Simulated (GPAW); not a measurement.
# AgBr (Fm-3m) in GPAW: convergence with basis set

Aim: find how far basis set must go before the results for AgBr settle, at LDA. This setting moves, with any that are tied to it; all else stays.

Everything below comes from runs of GPAW 26.7.0. Logs are shortened: lines on timing, memory, paths and dates and some standing lists are left out, and cuts for length are marked. The log counts tension as positive stress, the text compression.

### Step 1. Starting point

It takes space group Fm-3m (No. 225, cubic). The conventional cell has a = 5.740 Å, b = 5.740 Å, c = 5.740 Å, α = 90.00°, β = 90.00°, γ = 90.00°. Ag (site symmetry m-3m) is surrounded by 6 Br at 2.87 Å. Around Br (site symmetry m-3m) lie 6 Ag at 2.87 Å.

### Step 2. With basis set lcao:sz(dzp)

run.py

```python
from ase.dft.bandgap import bandgap
from ase.io import read, write
from gpaw import GPAW

atoms = read('AgBr.xyz')

calc = GPAW(mode='lcao',
            h=0.16,
            basis='sz(dzp)',
            xc='LDA',
            kpts={'size': (8, 8, 8), 'gamma': True},
            occupations={'name': 'fermi-dirac', 'width': 0.05},
            convergence={'density': 1e-05, 'energy': 1e-05},
            maxiter=100,
            txt='gpaw.txt')
atoms.calc = calc
energy = atoms.get_potential_energy()
forces = atoms.get_forces()
calc.write('gs.gpw')
write('result.traj', atoms)
print(f'Energy: {energy:.6f} eV')
print('Forces (eV/A):')
print(forces.round(4))
print('Fermi level:', round(calc.get_fermi_level(), 4), 'eV')
print(f'Gap: {bandgap(calc)[0]:.4f} eV, direct: {bandgap(calc, direct=True)[0]:.4f} eV')
```

AgBr.xyz

```xyz
2
Lattice="0.0000000000 2.8701500000 2.8701500000 2.8701500000 0.0000000000 2.8701500000 2.8701500000 2.8701500000 0.0000000000" Properties=species:S:1:pos:R:3 pbc="T T T"
Ag     0.0000000000      0.0000000000      0.0000000000
Br     2.8701500000      2.8701500000      2.8701500000
```

Potentials or basis: the program's PAW data sets (release 1.2.1) made for this functional, lcao:sz(dzp).

Command:

```
OMP_NUM_THREADS=1 python run.py
```

gpaw.txt:

```text
__  _  _
 | _ |_)|_||  |
 |__||  | ||/\| - 26.7.0

Input parameters:
  mode=LCAO(),
  basis={'default': 'sz(dzp)'},
  convergence={'density': 1e-05, 'energy': 1e-05},
  h=0.16,
  kpts=MonkhorstPack(size=(8, 8, 8), gamma=True),
  maxiter=100,
  occupations=Occupations(name='fermi-dirac', width=0.05),
  xc=XC(name='LDA')

                Br

       Ag

Atoms  # Å, Bohr magnetons
|   | symbol |        x |        y |        z |    initial magnetic moments |
|---|--------|----------|----------|----------|-----------------------------|
| 0 |     Ag | 0.000000 | 0.000000 | 0.000000 | ( 0.0000,  0.0000,  0.0000) |
| 1 |     Br | 2.870150 | 2.870150 | 2.870150 | ( 0.0000,  0.0000,  0.0000) |

Unit cell  # Å
| periodic |        x |        y |        z |  lengths |    angles |
|----------|----------|----------|----------|----------|-----------|
|      yes | 0.000000 | 2.870150 | 2.870150 | 4.059005 | 60.000000 |
|      yes | 2.870150 | 0.000000 | 2.870150 | 4.059005 | 60.000000 |
|      yes | 2.870150 | 2.870150 | 0.000000 | 4.059005 | 60.000000 |

Number of symmetries: 48
Symmetry operations  # r_c * U_cc + t_c -> r_c
|    | kind |            matrix            |
|----|------|------------------------------|
|  0 |  σ   |  1, 0, 0,  1, 0,-1,  1,-1, 0 |
|  1 |  C2  |  1, 0, 0,  1,-1, 0,  1, 0,-1 |
|  2 |  E   |  1, 0, 0,  0, 1, 0,  0, 0, 1 |
|  3 |  σ   |  1, 0, 0,  0, 0, 1,  0, 1, 0 |
|  4 |  C4  |  1, 0,-1,  1, 0, 0,  1,-1, 0 |
|  5 |  S6  |  1, 0,-1,  1,-1, 0,  1, 0, 0 |
|  6 |  σ   |  1, 0,-1,  0, 1,-1,  0, 0,-1 |
|  7 |  C3  |  1, 0,-1,  0, 0,-1,  0, 1,-1 |
|  8 |  S6  |  1,-1, 0,  1, 0, 0,  1, 0,-1 |
|  9 |  C4  |  1,-1, 0,  1, 0,-1,  1, 0, 0 |
| 10 |  C3  |  1,-1, 0,  0,-1, 1,  0,-1, 0 |
| 11 |  σ   |  1,-1, 0,  0,-1, 0,  0,-1, 1 |
| 12 |  σ   |  0, 1, 0,  1, 0, 0,  0, 0, 1 |
| 13 |  C4  |  0, 1, 0,  0, 1,-1, -1, 1, 0 |
| 14 |  C3  |  0, 1, 0,  0, 0, 1,  1, 0, 0 |
| 15 |  S6  |  0, 1, 0, -1, 1, 0,  0, 1,-1 |
| 16 |  C2  |  0, 1,-1,  1, 0,-1,  0, 0,-1 |
[... 17 lines left out ...]
| 34 |  S4  |  0,-1, 0,  0,-1, 1,  1,-1, 0 |
| 35 |  C2  |  0,-1, 0, -1, 0, 0,  0, 0,-1 |
| 36 |  C2  | -1, 1, 0,  0, 1, 0,  0, 1,-1 |
| 37 |  S6  | -1, 1, 0,  0, 1,-1,  0, 1, 0 |
| 38 |  S4  | -1, 1, 0, -1, 0, 1, -1, 0, 0 |
| 39 |  C3  | -1, 1, 0, -1, 0, 0, -1, 0, 1 |
| 40 |  S6  | -1, 0, 1,  0, 0, 1,  0,-1, 1 |
| 41 |  C2  | -1, 0, 1,  0,-1, 1,  0, 0, 1 |
| 42 |  C3  | -1, 0, 1, -1, 1, 0, -1, 0, 0 |
| 43 |  S4  | -1, 0, 1, -1, 0, 0, -1, 1, 0 |
| 44 |  C2  | -1, 0, 0,  0, 0,-1,  0,-1, 0 |
| 45 |  i   | -1, 0, 0,  0,-1, 0,  0, 0,-1 |
| 46 |  σ   | -1, 0, 0, -1, 1, 0, -1, 0, 1 |
| 47 |  C2  | -1, 0, 0, -1, 0, 1, -1, 1, 0 |

BZ-sampling:
  Number of BZ points: 512
  Number of IBZ points: 29

  Monkhorst-Pack size: [8, 8, 8]
  Monkhorst-Pack shift: [0.0625, 0.0625, 0.0625]

K-points  # in reciprocal-cell coordinates
|     |                                coordinates |     weight |
|-----|--------------------------------------------|------------|
|   0 | (  0.00000000,   0.00000000,   0.00000000) | 0.00195312 |
|   1 | (  0.12500000,   0.12500000,   0.00000000) | 0.01171875 |
|   2 | (  0.12500000,   0.12500000,   0.12500000) | 0.01562500 |
|   3 | (  0.25000000,   0.12500000,   0.12500000) | 0.02343750 |
|   4 | (  0.25000000,   0.25000000,   0.00000000) | 0.01171875 |
|   5 | (  0.25000000,   0.25000000,   0.12500000) | 0.04687500 |
|   6 | (  0.25000000,   0.25000000,   0.25000000) | 0.01562500 |
|   7 | (  0.37500000,   0.25000000,  -0.37500000) | 0.04687500 |
|   8 | (  0.37500000,   0.25000000,   0.12500000) | 0.04687500 |
|   9 | (  0.37500000,   0.25000000,   0.25000000) | 0.04687500 |
| ... |                                            |            |
|  28 | (  0.50000000,   0.50000000,   0.50000000) | 0.00781250 |

basis functions: 16
Spin-components: 1 (collinear spins)
Bands:           16
Projectors:      11
Spin-degeneracy: 2
Datatype:        <class 'complex'>

Parallelization:
  kpt:    1
  domain: 1
  band:   1

Density:
  Valence electrons: 24.0
  Components: 1
  Grid points: [20 20 20]
  Charge: 0.0  # |e|

[... 174 lines left out ...]

K-points  # in reciprocal-cell coordinates
|     |                                coordinates |     weight |
|-----|--------------------------------------------|------------|
|   0 | (  0.00000000,   0.00000000,   0.00000000) | 0.00195312 |
|   1 | (  0.12500000,   0.12500000,   0.00000000) | 0.01171875 |
|   2 | (  0.12500000,   0.12500000,   0.12500000) | 0.01562500 |
|   3 | (  0.25000000,   0.12500000,   0.12500000) | 0.02343750 |
|   4 | (  0.25000000,   0.25000000,   0.00000000) | 0.01171875 |
|   5 | (  0.25000000,   0.25000000,   0.12500000) | 0.04687500 |
|   6 | (  0.25000000,   0.25000000,   0.25000000) | 0.01562500 |
|   7 | (  0.37500000,   0.25000000,  -0.37500000) | 0.04687500 |
|   8 | (  0.37500000,   0.25000000,   0.12500000) | 0.04687500 |
|   9 | (  0.37500000,   0.25000000,   0.25000000) | 0.04687500 |
| ... |                                            |            |
|  28 | (  0.50000000,   0.50000000,   0.50000000) | 0.00781250 |

basis functions: 16
Spin-components: 1 (collinear spins)
Bands:           16
Projectors:      11
Spin-degeneracy: 2
Datatype:        <class 'complex'>

Parallelization:
  kpt:    1
  domain: 1
  band:   1

Density:
  Valence electrons: 24.0
  Components: 1
  Grid points: [20 20 20]
  Charge: 0.0  # |e|

Potential:
  Grid points: [20 20 20]

species:
  Ag:
    name:    Silver
    Z:       47.0
    valence: 17
    core:    30
    charge:  0.0  # [|e|]
    compensation charges:
      type: gauss
      rc: 0.40  # [Å]
      lmax: 2
    cutoffs:
      filter: 2.35  # [Å]
      core: 2.19  # [Å]
    projectors
    | kind |    occ | energy [eV] | rcut [Å] |
    |------|--------|-------------|----------|
    |   5s |  1.000 |      -4.708 |    1.286 |
    |   4p |  6.000 |     -58.678 |    1.328 |
    |   5p |  0.000 |      -0.844 |    1.328 |
    |   4d | 10.000 |      -7.664 |    1.180 |
    |    s |        |      22.503 |    1.286 |
    |    d |        |      19.547 |    1.180 |

    LCAO basis set for Ag:
      Name: sz(dzp)
      File: <dir>
      Number of radial functions: 4
      Number of spherical harmonics: 12
        l=0, rc=9.2812 Bohr: 5s-sz confined orbital
        l=1, rc=3.3750 Bohr: 4p-sz confined orbital
        l=1, rc=14.2344 Bohr: 5p-sz confined orbital
        l=2, rc=5.4531 Bohr: 4d-sz confined orbital
      Number of RI-basis functions 0

  Br:
    name:    Bromine
    Z:       35.0
    valence: 7
    core:    28
    charge:  0.0  # [|e|]
    compensation charges:
      type: gauss
      rc: 0.35  # [Å]
      lmax: 2
    cutoffs:
      filter: 1.98  # [Å]
      core: 2.38  # [Å]
    projectors
    | kind |    occ | energy [eV] | rcut [Å] |
    |------|--------|-------------|----------|
    |   4s |  2.000 |     -20.306 |    1.111 |
    |   4p |  5.000 |      -8.003 |    1.111 |
    |    s |        |       6.906 |    1.111 |
    |    p |        |      19.208 |    1.111 |
    |    d |        |       0.000 |    1.111 |

    LCAO basis set for Br:
      Name: sz(dzp)
      File: <dir>
      Number of radial functions: 2
      Number of spherical harmonics: 4
        l=0, rc=5.3594 Bohr: 4s-sz confined orbital
        l=1, rc=6.8125 Bohr: 4p-sz confined orbital
      Number of RI-basis functions 0

Reference energy: -215277.076642  # eV

eigensolver:
  <gpaw.new.lcao.eigensolver.LCAOEigensolver object>
density mixing:
  MSR1-Mixer
  Pratt-step length: 0.05
  Maximum mixing coefficient: 0.75
  Old densities: 10
  SVD Regularization: 0.005
  Good broyden scale: 1.0
  Trust region scale: 1.0
  Backstep threshold: 4.0
  History deletion threshold: 6.0
  Fourier metric: weight=20.0, sigma=0.015

occupation numbers:
  Fermi-Dirac:
    width: 0.0500  # eV

FastPoissonSolver using
    Stencil: 12*3+1=37 point O(h^6) finite-difference Laplacian
    FFT axes: [np.int64(0), np.int64(1), np.int64(2)]
    FST axes: []

xc functional:
  name: None
interpolation: tri-quintic # 5. degree polynomial

convergence criteria:
- Maximum integral of absolute [dens]ity change: 1e-05 electrons / valence electron
- Maximum [total energy] change in last 3 cyles: 1e-05 eV / valence electron
- Maximum integral of absolute [eigenst]ate change: 4e-08 eV^2 / valence electron
maximum number of iterations: 100

SCF iterations
|iter     | |      energy | eigst |  dens |
|---------|-|-------------|-------|-------|
|iter:   1| |   -5.378033 |      c|       |
|iter:   2| |   -5.342678 |      c| -1.59 |
|iter:   3| |   -5.182238 |      c| -1.63 |
|iter:   4| |   -5.181055 |      c| -2.28 |
|iter:   5| |   -5.180874 |      c| -2.69 |
|iter:   6| |   -5.180873c|      c| -4.10 |
|iter:   7| |   -5.180873c|      c| -4.71 |
|iter:   8| |   -5.180873c|      c| -5.97c|

Converged in 8 steps
Energy contributions relative to reference atoms: (reference = -215277.076642)

Energy contributions:
  Kinetic:          27.303154
  Coulomb:         -23.277624
  Zero:             -0.099511
  External:          0.000000
  Xc:               -9.106428
  Entropy:          -0.000927
  Spinorbit:         0.000000
  ----------------------------
  Free energy:      -5.181337
  Extrapolated:     -5.180873

dipole moment: (-17.445946, -17.445946, -17.445946)  # |e|*Ang

Fermi level: 4.546
Eigenvalues  # (at kpt = [0.000, 0.000, 0.000])
| band index |      eig [eV] | occ [0-2] |
|------------|---------------|-----------|
|          0 |       -48.356 |     2.000 |
|        ... |               |           |
|          5 |         1.809 |     2.000 |
|          6 |         1.810 |     2.000 |
|          7 |         2.161 |     2.000 |
|          8 |         2.161 |     2.000 |
|          9 |         2.210 |     2.000 |
|         10 |         2.210 |     2.000 |
|         11 |         2.210 |     2.000 |
|         12 |         4.354 |     1.958 |
|         13 |        16.053 |     0.000 |
|         14 |        16.054 |     0.000 |
|         15 |        16.054 |     0.000 |

No gap
No difference between direct/indirect transitions

Forces  # eV/Ang
|        x |       y |        z |
|----------|---------|----------|
| -0.00000 | 0.00000 |  0.00000 |  # Ag   0
|  0.00000 | 0.00000 | -0.00000 |  # Br   1

# Writing to gs.gpw (mode='')
```

Wall time 65 s (1 thread of Arm Neoverse V1, shared host); peak memory 0.18 GiB.

Results:

```
Free energy            : -5.1813 eV
Band gap on the k mesh : none (metal or under the smearing width)
```

### Step 3. With basis set lcao:szp(dzp)

Edit run.py of step 2 so:

```diff
@@ -8,3 +8,3 @@
             h=0.16,
-            basis='sz(dzp)',
+            basis='szp(dzp)',
             xc='LDA',
```

AgBr.xyz is that of step 2.

Potentials or basis: the program's PAW data sets (release 1.2.1) made for this functional, lcao:szp(dzp).

Command:

```
OMP_NUM_THREADS=1 python run.py
```

Wall time 1.8 min (1 thread of Arm Neoverse V1, shared host); peak memory 0.2 GiB.

Results:

| Property | Result |
| --- | --- |
| Free energy | -5.6179 eV |
| Band gap on the k mesh | 0.23 eV, indirect (least direct gap 2.43 eV) |

### Step 4. With basis set lcao:dz(dzp)

Edit run.py of step 3 so:

```diff
@@ -8,3 +8,3 @@
             h=0.16,
-            basis='szp(dzp)',
+            basis='dz(dzp)',
             xc='LDA',
```

AgBr.xyz is that of step 3.

Potentials or basis: the program's PAW data sets (release 1.2.1) made for this functional, lcao:dz(dzp).

Command:

```
OMP_NUM_THREADS=1 python run.py
```

Run time: 1.7 min. Hardware: 1 thread of Arm Neoverse V1, shared host; peak memory 0.21 GiB.

Results:

* Free energy: -5.6199 eV
* Band gap on the k mesh: 0.29 eV, indirect (least direct gap 2.40 eV)

### Step 5. With basis set lcao:dzp

Edit run.py of step 4 so:

```diff
@@ -8,3 +8,3 @@
             h=0.16,
-            basis='dz(dzp)',
+            basis='dzp',
             xc='LDA',
```

AgBr.xyz is that of step 4.

Potentials or basis: the program's PAW data sets (release 1.2.1) made for this functional, lcao:dzp.

Command:

```
OMP_NUM_THREADS=1 python run.py
```

Wall time 2.6 min (1 thread of Arm Neoverse V1, shared host); peak memory 0.23 GiB.

It converged, with:

```yaml
Free_energy: -5.9595 eV
Band_gap_on_the_k_mesh: 0.35 eV, indirect (least direct gap 2.34 eV)
```

### Step 6. With basis set fd

Edit run.py of step 5 so:

```diff
@@ -6,5 +6,4 @@
 
-calc = GPAW(mode='lcao',
+calc = GPAW(mode='fd',
             h=0.16,
-            basis='dzp',
             xc='LDA',
@@ -12,2 +11,3 @@
             occupations={'name': 'fermi-dirac', 'width': 0.05},
+            nbands=23,
             convergence={'density': 1e-05, 'energy': 1e-05},
```

AgBr.xyz is that of step 5.

Potentials or basis: the program's PAW data sets (release 1.2.1) made for this functional, fd.

Command:

```
OMP_NUM_THREADS=1 python run.py
```

It took 46 s on 1 thread of Arm Neoverse V1, shared host; peak memory 0.3 GiB.

It converged, with:

```yaml
Free_energy: -6.5243 eV
Band_gap_on_the_k_mesh: 0.37 eV, indirect (least direct gap 2.32 eV)
```

### Step 7. With basis set pw

Edit run.py of step 6 so:

```diff
@@ -2,3 +2,4 @@
 from ase.io import read, write
-from gpaw import GPAW
+from ase.units import GPa
+from gpaw import GPAW, PW
 
@@ -6,4 +7,3 @@
 
-calc = GPAW(mode='fd',
-            h=0.16,
+calc = GPAW(mode=PW(600),
             xc='LDA',
@@ -18,2 +18,3 @@
 forces = atoms.get_forces()
+stress = atoms.get_stress()
 calc.write('gs.gpw')
@@ -23,2 +24,3 @@
 print(forces.round(4))
+print('Stress (GPa):', (stress / GPa).round(3))
 print('Fermi level:', round(calc.get_fermi_level(), 4), 'eV')
```

AgBr.xyz is that of step 6.

Potentials or basis: the program's PAW data sets (release 1.2.1) made for this functional, pw.

Command:

```
OMP_NUM_THREADS=1 python run.py
```

It took 19 s on 1 thread of Arm Neoverse V1, shared host; peak memory 0.16 GiB.

It converged, with:

- Free energy: -6.4718 eV
- Pressure: -4.0 GPa
- Band gap on the k mesh: 0.37 eV, indirect (least direct gap 2.32 eV)

### Step 8. The series at a glance

| basis set | energy less the tightest run, at zero smearing (meV/atom) | gap on the mesh (eV) | SCF cycles | CPU time (s) | peak memory (GiB) |
| --- | --- | --- | --- | --- | --- |
| lcao:sz(dzp) | 645.43 | 0.000 | 8 | 65 | 0.18 |
| lcao:szp(dzp) | 427.04 | 0.230 | 8 | 110 | 0.2 |
| lcao:dz(dzp) | 426.03 | 0.294 | 9 | 100 | 0.21 |
| lcao:dzp | 256.16 | 0.354 | 9 | 160 | 0.23 |
| fd | -26.24 | 0.366 | 9 | 46 | 0.3 |
| pw | 0.00 | 0.366 | 8 | 19 | 0.16 |

Against the tightest run, the gap on the mesh stays within 0.01 eV from fd on. Not settled before the last step: the energy (to 1 meV/atom). The tightest run that finished is the yardstick and may itself not be fully converged.
